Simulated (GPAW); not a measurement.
A run of GPAW 26.7.0 is set up as follows.

The input run.py:

```python
from ase.dft.bandgap import bandgap
from ase.io import read, write
from ase.units import GPa
from gpaw import GPAW, PW

atoms = read('POSCAR')

calc = GPAW(mode=PW(600),
            xc='PBE',
            kpts={'size': (7, 7, 7), 'gamma': True},
            occupations={'name': 'methfessel-paxton', 'order': 0, 'width': 0.028999999999999998},
            nbands=19,
            convergence={'density': 1e-05, 'energy': 1e-05},
            maxiter=150,
            txt='gpaw.txt')
atoms.calc = calc
energy = atoms.get_potential_energy()
forces = atoms.get_forces()
stress = atoms.get_stress()
calc.write('gs.gpw')
write('result.traj', atoms)
print(f'Energy: {energy:.6f} eV')
print('Forces (eV/A):')
print(forces.round(4))
print('Stress (GPa):', (stress / GPa).round(3))
print('Fermi level:', round(calc.get_fermi_level(), 4), 'eV')
print(f'Gap: {bandgap(calc)[0]:.4f} eV, direct: {bandgap(calc, direct=True)[0]:.4f} eV')
```

File POSCAR:

```
TePb
1.0
    0.0000000000      3.2310000000      3.2310000000
    3.2310000000      0.0000000000      3.2310000000
    3.2310000000      3.2310000000      0.0000000000
Pb Te
1 1
Direct
    0.0000000000      0.0000000000      0.0000000000
    0.5000000000      0.5000000000      0.5000000000
```

Potentials or basis: GPAW PAW data sets (gpaw-data 1.2.1), pw.

The run is started by

```sh
$ OMP_NUM_THREADS=1 python run.py
```

(1) What does it give for the pressure?

## Answers

(1) 1.8 GPa.

Caveat: this odd mesh misses L, where the gap lies, so gap, dielectric constants and Born charges aren't listed.
